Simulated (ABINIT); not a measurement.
# PbS (Galena) (Fm-3m) in ABINIT: convergence with pawecutdg

Aim: find how far pawecutdg must go before the results for PbS (Galena) settle, at RPBE. This setting moves, with any that are tied to it; all else stays.

Program: ABINIT 10.8.3 (patched build). These are calculated values, not measurements. Logs are shortened: lines on timing, memory, paths and dates and some standing lists are left out, and cuts for length are marked. The log counts tension as positive stress, the text compression.

### Step 1. Starting point

The structure is cubic, space group Fm-3m (No. 225). Conventional cell: a = 5.931 Å, b = 5.931 Å, c = 5.931 Å, α = 90.00°, β = 90.00°, γ = 90.00°. Pb (site symmetry m-3m) has 6 S at 2.97 Å as nearest neighbours. Around S (site symmetry m-3m) lie 6 Pb at 2.97 Å.

### Step 2. With pawecutdg 22 Ha

run.abi

```
pp_dirpath "./"
pseudos "Pb.GGA_PBE-JTH.xml, S.GGA_PBE-JTH.xml"

acell 3*1.0
rprim
     0.0000000000     5.6044552541     5.6044552541
     5.6044552541     0.0000000000     5.6044552541
     5.6044552541     5.6044552541     0.0000000000
ntypat 2
znucl 82 16
natom 2
typat 1 2
xred
     0.0000000000     0.0000000000     0.0000000000
     0.5000000000     0.5000000000     0.5000000000

ecut 22.0
pawecutdg 22.0
pawxcdev 0

kptopt 1
ngkpt 8 8 8
nshiftk 1
shiftk 0.0 0.0 0.0

ixc 15

nband 14
occopt 7
tsmear 0.05 eV

nstep 100
tolvrs 1.0e-9

iomode 3
prtwf 0
prtden 0
prteig 0
prtebands 0
```

Potentials or basis: JTH PAW PBE v2.0.

On the command line:

```bash
$ abinit run.abi > log 2>&1
```

run.abo:

```text
.Version 10.8.3 of ABINIT
 Symmetries : space group Fm -3 m (#225); Bravais cF (face-center cubic)
================================================================================
 Values of the parameters that define the memory need of the present run
     intxc =       0    ionmov =       0      iscf =      17    lmnmax =      18
     lnmax =       6     mgfft =      36  mpssoang =       3    mqgrid =    3001
     natom =       2  nloc_mem =       2    nspden =       1   nspinor =       1
    nsppol =       1      nsym =      48    n1xccc =       1    ntypat =       2
    occopt =       7   xclevel =       2
       mpw =        1751          nfft =       46656          nkpt =          29
 PAW method is used; the additional fine FFT grid is defined by:
   mgfftf=        36    nfftf =     46656
================================================================================
================================================================================

--------------------------------------------------------------------------------
------------- Echo of variables that govern the present computation ------------
--------------------------------------------------------------------------------
 -outvars: echo values of preprocessed input variables --------
            acell      1.0000000000E+00  1.0000000000E+00  1.0000000000E+00 Bohr
              amu      2.07200000E+02  3.20660000E+01
             ecut      2.20000000E+01 Hartree
              ixc          15
         kptrlatt        8    0    0      0    8    0      0    0    8
          kptrlen      6.34071730E+01
            natom           2
            nband          14
            ngfft          36      36      36
          ngfftdg          36      36      36
             nkpt          29
            nstep         100
             nsym          48
           ntypat           2
           occopt           7
        pawecutdg      2.20000000E+01 Hartree
         pawxcdev           0
           prtden           0
        prtebands           0
           prteig           0
            prtwf           0
            rprim      0.0000000000E+00  5.6044552541E+00  5.6044552541E+00
                       5.6044552541E+00  0.0000000000E+00  5.6044552541E+00
                       5.6044552541E+00  5.6044552541E+00  0.0000000000E+00
          spgroup         225
           tolvrs      1.00000000E-09
           tsmear      1.83746611E-03 Hartree
            typat      1  2
           useylm           1
           xangst      0.0000000000E+00  0.0000000000E+00  0.0000000000E+00
                       2.9657499980E+00  2.9657499980E+00  2.9657499980E+00
            xcart      0.0000000000E+00  0.0000000000E+00  0.0000000000E+00
                       5.6044552541E+00  5.6044552541E+00  5.6044552541E+00
             xred      0.0000000000E+00  0.0000000000E+00  0.0000000000E+00
                       5.0000000000E-01  5.0000000000E-01  5.0000000000E-01
            znucl       82.00000   16.00000

================================================================================

 chkinp: Checking input parameters for consistency.

[... 127 lines left out ...]
       0.500000000000      0.500000000000      0.500000000000
 rms dE/dt=  0.0000E+00; max dE/dt=  0.0000E+00; dE/dt below (all hartree)
    1       0.000000000000      0.000000000000      0.000000000000
    2       0.000000000000      0.000000000000      0.000000000000

 cartesian coordinates (angstrom) at end:
    1      0.00000000000000     0.00000000000000     0.00000000000000
    2      2.96574999798330     2.96574999798330     2.96574999798330

 cartesian forces (hartree/bohr) at end:
    1     -0.00000000000000    -0.00000000000000    -0.00000000000000
    2     -0.00000000000000    -0.00000000000000    -0.00000000000000
 frms,max,avg= 0.0000000E+00 0.0000000E+00   0.000E+00  0.000E+00  0.000E+00 h/b

 cartesian forces (eV/Angstrom) at end:
    1     -0.00000000000000    -0.00000000000000    -0.00000000000000
    2     -0.00000000000000    -0.00000000000000    -0.00000000000000
 frms,max,avg= 0.0000000E+00 0.0000000E+00   0.000E+00  0.000E+00  0.000E+00 e/A
 length scales=  1.000000000000  1.000000000000  1.000000000000 bohr
              =  0.529177210544  0.529177210544  0.529177210544 angstroms
 Fermi (or HOMO) energy (hartree) =   0.23814   Average Vxc (hartree)=  -0.33751
 Eigenvalues (hartree) for nkpt=  29  k points:
 kpt#   1, nband= 14, wtk=  0.00195, kpt=  0.0000  0.0000  0.0000 (reduced coord)
  -0.39116   -0.39116   -0.39116   -0.39022   -0.39022   -0.26990    0.00896    0.14927
   0.14927    0.14927    0.42326    0.42326    0.42326    0.47831
      occupation numbers for kpt#   1
   2.00000    2.00000    2.00000    2.00000    2.00000    2.00000    2.00000    2.00000
   2.00000    2.00000    0.00000    0.00000    0.00000    0.00000
 prteigrs : prtvol=0 or 1, do not print more k-points.

--- !EnergyTerms
iteration_state     : {dtset: 1, }
comment             : Components of total free energy in Hartree
kinetic             :  9.42223959072967E+00
hartree             :  2.02698869466453E+01
xc                  : -6.20096963966066E+00
Ewald energy        : -5.56148220175677E+01
psp_core            :  1.52127328653885E+00
local_psp           : -6.54603027973099E+01
PAW spherical_terms :  2.45720255680251E+01
internal            : -7.14906690625993E+01
'-kT*entropy'       : -2.49299046190272E-14
total_energy        : -7.14906690625993E+01
total_energy_eV     : -1.94536020884599E+03
...

--- !EnergyTermsDC
iteration_state     : {dtset: 1, }
comment             : '"Double-counting" decomposition of free energy'
band_energy         : -3.66546384393027E+00
Ewald energy        : -5.56148220175677E+01
psp_core            :  1.52127328653885E+00
xc_dc               : -2.00123681737929E+01
PAW spherical_terms :  6.28072144026329E+00
internal            : -7.14906593084887E+01
'-kT*entropy'       : -2.49299046190272E-14
total_energy_dc     : -7.14906593084888E+01
total_energy_dc_eV  : -1.94535994342313E+03
...

--- !EnergyTermsWithPAWCore
iteration_state     : {dtset: 1, }
comment             : 'Components of total free energy, including PAW core contributions'
Total energy        : -2.12819638276842E+04
Total energy DC     : -2.12819638179301E+04
Total energy (eV)   : -5.79111737788111E+05
Total energy DC (eV): -5.79111737522688E+05
...

 Cartesian components of stress tensor (hartree/bohr^3)
  sigma(1 1)= -1.46660515E-04  sigma(3 2)=  0.00000000E+00
  sigma(2 2)= -1.46660515E-04  sigma(3 1)=  0.00000000E+00
  sigma(3 3)= -1.46660515E-04  sigma(2 1)=  0.00000000E+00

-Cartesian components of stress tensor (GPa)         [Pressure=  4.3149E+00 GPa]
- sigma(1 1)= -4.31490132E+00  sigma(3 2)=  0.00000000E+00
- sigma(2 2)= -4.31490132E+00  sigma(3 1)=  0.00000000E+00
- sigma(3 3)= -4.31490132E+00  sigma(2 1)=  0.00000000E+00

== END DATASET(S) ==============================================================
================================================================================

 -outvars: echo values of variables after computation  --------
            acell      1.0000000000E+00  1.0000000000E+00  1.0000000000E+00 Bohr
           etotal     -7.1490659308E+01
            fcart     -0.0000000000E+00 -0.0000000000E+00 -0.0000000000E+00
                      -0.0000000000E+00 -0.0000000000E+00 -0.0000000000E+00
            rprim      0.0000000000E+00  5.6044552541E+00  5.6044552541E+00
                       5.6044552541E+00  0.0000000000E+00  5.6044552541E+00
                       5.6044552541E+00  5.6044552541E+00  0.0000000000E+00
           strten     -1.4666051497E-04 -1.4666051497E-04 -1.4666051497E-04
                       0.0000000000E+00  0.0000000000E+00  0.0000000000E+00
           xangst      0.0000000000E+00  0.0000000000E+00  0.0000000000E+00
                       2.9657499980E+00  2.9657499980E+00  2.9657499980E+00
             xred      0.0000000000E+00  0.0000000000E+00  0.0000000000E+00
                       5.0000000000E-01  5.0000000000E-01  5.0000000000E-01
 Calculation completed.
```

Wall time 46 s (1 thread of Intel Xeon Platinum 8259CL at 2.50GHz (Skylake/Cascade Lake), shared host); peak memory 0.12 GiB.

Results:

* Free energy: -1945.3599 eV
* Pressure: 4.3 GPa
* Band gap on the k mesh: 0.45 eV, direct
* Valence electrons inside the program's atomic spheres: Pb 11.35; S 3.53

### Step 3. With pawecutdg 26.4

run.abi: that of step 2 with these lines changed.

```diff
@@ -17,3 +17,3 @@
 ecut 22.0
-pawecutdg 22.0
+pawecutdg 26.4
 pawxcdev 0
```

Potentials or basis: JTH PAW PBE v2.0.

On the command line:

```bash
$ abinit run.abi > log 2>&1
```

It took 49 s on 1 thread of Intel Xeon Platinum 8259CL at 2.50GHz (Skylake/Cascade Lake), shared host; peak memory 0.12 GiB.

Results (log left out):

* Free energy: -1945.3579 eV
* Pressure: 4.2 GPa
* Band gap on the k mesh: 0.45 eV, direct
* Valence electrons inside the program's atomic spheres: Pb 11.33; S 3.55

### Step 4. With pawecutdg 33

run.abi: that of step 3 with these lines changed.

```diff
@@ -17,3 +17,3 @@
 ecut 22.0
-pawecutdg 26.4
+pawecutdg 33.0
 pawxcdev 0
```

On the command line:

```bash
$ abinit run.abi > log 2>&1
```

It took 50 s on 1 thread of Intel Xeon Platinum 8259CL at 2.50GHz (Skylake/Cascade Lake), shared host; peak memory 0.13 GiB.

It converged, with:

```yaml
Free_energy: -1945.3581 eV
Pressure: 4.2 GPa
Band_gap_on_the_k_mesh: 0.45 eV, direct
Valence_electrons_inside_the_program's_atomic_spheres: Pb 11.31; S 3.55
```

### Step 5. With pawecutdg 39.6

run.abi: that of step 4 with these lines changed.

```diff
@@ -17,3 +17,3 @@
 ecut 22.0
-pawecutdg 33.0
+pawecutdg 39.6
 pawxcdev 0
```

On the command line:

```bash
$ abinit run.abi > log 2>&1
```

Wall time 49 s (1 thread of Intel Xeon Platinum 8259CL at 2.50GHz (Skylake/Cascade Lake), shared host); peak memory 0.13 GiB.

The run converged. Its results:

```
Free energy                                           : -1945.3578 eV
Pressure                                              : 4.2 GPa
Band gap on the k mesh                                : 0.45 eV, direct
Valence electrons inside the program's atomic spheres : Pb 11.31; S 3.51
```

### Step 6. With pawecutdg 48.4

run.abi: that of step 5 with these lines changed.

```diff
@@ -17,3 +17,3 @@
 ecut 22.0
-pawecutdg 39.6
+pawecutdg 48.4
 pawxcdev 0
```

Potentials or basis: JTH PAW PBE v2.0.

On the command line:

```bash
$ abinit run.abi > log 2>&1
```

It took 50 s on 1 thread of Intel Xeon Platinum 8259CL at 2.50GHz (Skylake/Cascade Lake), shared host; peak memory 0.13 GiB.

It converged, with:

- Free energy: -1945.3578 eV
- Pressure: 4.2 GPa
- Band gap on the k mesh: 0.45 eV, direct
- Valence electrons inside the program's atomic spheres: Pb 11.33; S 3.53

### Step 7. With pawecutdg 59.4

run.abi: that of step 6 with these lines changed.

```diff
@@ -17,3 +17,3 @@
 ecut 22.0
-pawecutdg 48.4
+pawecutdg 59.4
 pawxcdev 0
```

On the command line:

```bash
$ abinit run.abi > log 2>&1
```

Wall time 50 s (1 thread of Intel Xeon Platinum 8259CL at 2.50GHz (Skylake/Cascade Lake), shared host); peak memory 0.16 GiB.

It converged, with:

```yaml
Free_energy: -1945.3578 eV
Pressure: 4.2 GPa
Band_gap_on_the_k_mesh: 0.45 eV, direct
Valence_electrons_inside_the_program's_atomic_spheres: Pb 11.31; S 3.55
```

### Step 8. With pawecutdg 72.6

run.abi: that of step 7 with these lines changed.

```diff
@@ -17,3 +17,3 @@
 ecut 22.0
-pawecutdg 59.4
+pawecutdg 72.6
 pawxcdev 0
```

On the command line:

```bash
$ abinit run.abi > log 2>&1
```

Run time: 51 s. Hardware: 1 thread of Intel Xeon Platinum 8259CL at 2.50GHz (Skylake/Cascade Lake), shared host; peak memory 0.17 GiB.

Results (log left out):

- Free energy: -1945.3579 eV
- Pressure: 4.2 GPa
- Band gap on the k mesh: 0.45 eV, direct
- Valence electrons inside the program's atomic spheres: Pb 11.32; S 3.54

### Step 9. Result

| pawecutdg | energy less the tightest run, at zero smearing (meV/atom) | pressure (GPa) | SCF cycles | CPU time (s) | peak memory (GiB) |
| --- | --- | --- | --- | --- | --- |
| 22 Ha | -1.03 | 4.31 | 17 | 46 | 0.12 |
| 26.4 | 0.00 | 4.21 | 18 | 49 | 0.12 |
| 33 | -0.09 | 4.21 | 18 | 50 | 0.13 |
| 39.6 | 0.05 | 4.20 | 18 | 49 | 0.13 |
| 48.4 | 0.02 | 4.23 | 18 | 50 | 0.13 |
| 59.4 | 0.04 | 4.22 | 18 | 50 | 0.16 |
| 72.6 | 0.00 | 4.22 | 18 | 51 | 0.17 |

Against the tightest run, the energy stays within 1 meV/atom from 26.4 on; the pressure stays within 0.1 GPa from 22 Ha on. The tightest run that finished is the yardstick and may itself not be fully converged.

Caveats: the PAW data sets were made with another functional, which shifts forces and pressure a little; spin-orbit coupling is left out, which as a rule narrows the gap of such compounds by several tenths of an eV.
